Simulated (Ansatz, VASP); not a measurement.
## Two plane-wave programs on NaCl

File INCAR:

```
SYSTEM = NaCl
PREC = Accurate
ENCUT = 520
EDIFF = 1E-7
ISMEAR = 0
SIGMA = 0.01
LREAL = .FALSE.
LASPH = .TRUE.
NELM = 60
ALGO = Fast
ISIF = 2
LWAVE = .FALSE.
LCHARG = .TRUE.
GGA = PS
LELF = .TRUE.
LVHAR = .TRUE.
NBANDS = 22
```

KPOINTS

```
regular mesh
0
G
  6 6 4
  0 0 0
```

POSCAR

```
NaCl
1.0
    4.7210764991      0.0000000000      0.0000000000
   -2.3605382495      4.0885721814      0.0000000000
    0.0000000000      0.0000000000      5.5694844403
Na Cl
2 2
Direct
    0.3333333333      0.6666666667     -0.0624973265
    0.6666666667      0.3333333333      0.4375026735
    0.3333333333      0.6666666667      0.4374973265
    0.6666666667      0.3333333333      0.9374973265
```

Input for Ansatz:

```yaml
crystal:
  lattice:
    - [4.7210764991, 0.0, 0.0]
    - [-2.3605382495, 4.0885721814, 0.0]
    - [0.0, 0.0, 5.5694844403]
  atoms:
    - { symbol: Na, position: [0.3333333333, 0.6666666667, -0.0624973265] }
    - { symbol: Na, position: [0.6666666667, 0.3333333333, 0.4375026735] }
    - { symbol: Cl, position: [0.3333333333, 0.6666666667, 0.4374973265] }
    - { symbol: Cl, position: [0.6666666667, 0.3333333333, 0.9374973265] }
kpoints:
  mp_grid: { grid: [6, 6, 4] }
hamiltonian:
  xc: pbesol
scf:
  occupations: { method: fixed }
  n_extra_bands: 5
output:
  forces: true
  stress: true
  eigenvalues: true
```

Alike in both runs: task single point; functional PBEsol; k mesh 6 × 6 × 4; no spin polarisation.

|  | VASP | Ansatz |
| --- | --- | --- |
| version | VASP 6.6.1 | Ansatz 0.2.0 |
| potentials or method | VASP PAW PBE potentials, release 64 (Na_pv, Cl) | plane waves |
| plane-wave cutoff (eV) | 520 | 420 |
| occupations | gaussian, width 0.01 eV | fixed |
| valence electrons in the cell | 28 | 32 |

```csv
,VASP,Ansatz,Ansatz less VASP
gap on the k mesh at the Fermi level (eV),4.73,4.73,+0.004
pressure (GPa),0.0,0.0,-0.02
```

The two sets of potentials don't hold the same shells in valence. Ansatz warned: «structure_snapped_to_symmetry».

Caveats: the PAW data sets were made with another functional, which shifts forces and pressure a little (VASP).
